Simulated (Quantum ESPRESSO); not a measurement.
Runs of Quantum ESPRESSO 7.5 on ZrC. Symmetry: F-43m, No. 216, cubic system. The conventional cell has a = 5.091 Å, b = 5.091 Å, c = 5.091 Å, α = 90.00°, β = 90.00°, γ = 90.00°. Around Zr (site symmetry -43m) lie 4 C at 2.20 Å. C (site symmetry -43m) has 4 Zr at 2.20 Å as nearest neighbours. The cell was built by a generator and needn't be a form met in nature.

```csv
U,gap on the mesh (eV),pressure (GPa)
Zr d U = 6.0 eV,(b),1.1
Zr d U = 2.0 eV,0.49,(a)
Zr d U = 8.0 eV,0.72,4.5
Zr d U = 4.0 eV,0.53,-1.9
Zr d U = 0.0001 eV,0.49,(c)
```

Alike in all rows: task Hubbard U by linear response; level LDA+U; potentials or basis PseudoDojo 0.4.1 SR LDA standard; no spin polarisation; cell as given; k mesh 6 × 6 × 6; cutoff (eV) 1116; smearing cold 0.2 eV.

Q: Estimate the missing entries.

A: (a) -4.6; (b) 0.62; (c) -7.0.

Caveats: this smearing can shift energies of a crystal with a gap; the U is typed as a test and isn't derived for this compound.

A k mesh can miss the band edges, and the runs leave out spin-orbit coupling on Zr.
